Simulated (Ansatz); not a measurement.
The system is WC (Qusongite).

```
W C
1.0
     2.90650    0.00000    0.00000
    -1.45325    2.51710    0.00000
     0.00000    0.00000    2.83660
W C
1 1
Direct
  0.00000 0.00000 0.00000
  0.66667 0.33333 0.50000
```

```yaml
Program: Ansatz 0.2.0
Task: single point
Functional: PBEsol
Potentials_or_basis: all-electron LAPW, scalar-relativistic
Cutoff: 335 eV (chosen from the basis error)
Basis_error_allowed: 0.001 eV/atom
k_mesh: 10 × 10 × 9
Occupations: fermi-dirac, width 0.05 eV
Spin: no spin polarisation
```

On this cell: pressure -3.4 GPa; largest force under 0.003 eV/Å; band gap on the k mesh none (metal or under the smearing width).

The same run follows on a disturbed copy (atoms moved at random, drawn with an rms of 0.05 Å):

```
CELL_PARAMETERS angstrom
2.90650 0.00000 0.00000
-1.45325 2.51710 0.00000
0.00000 0.00000 2.83660
ATOMIC_POSITIONS crystal
W 0.00594 0.00668 0.01947
C 0.68209 0.32485 0.51994
```

Q: What does the disturbed cell give?

A: The energy (extrapolated to zero smearing) moves by +15.9 meV/atom; pressure -2.8 GPa; largest force 1.024 eV/Å; band gap on the k mesh none (metal or under the smearing width).

Forces in eV/Å, atoms in the order of the input:
```
W    0.820 -0.613  0.019
C   -0.820  0.613 -0.019
```

Stress tensor (GPa, compression positive):
```
-1.00 -2.03  0.03
-2.03 -4.08 -0.02
 0.03 -0.02 -3.25
```
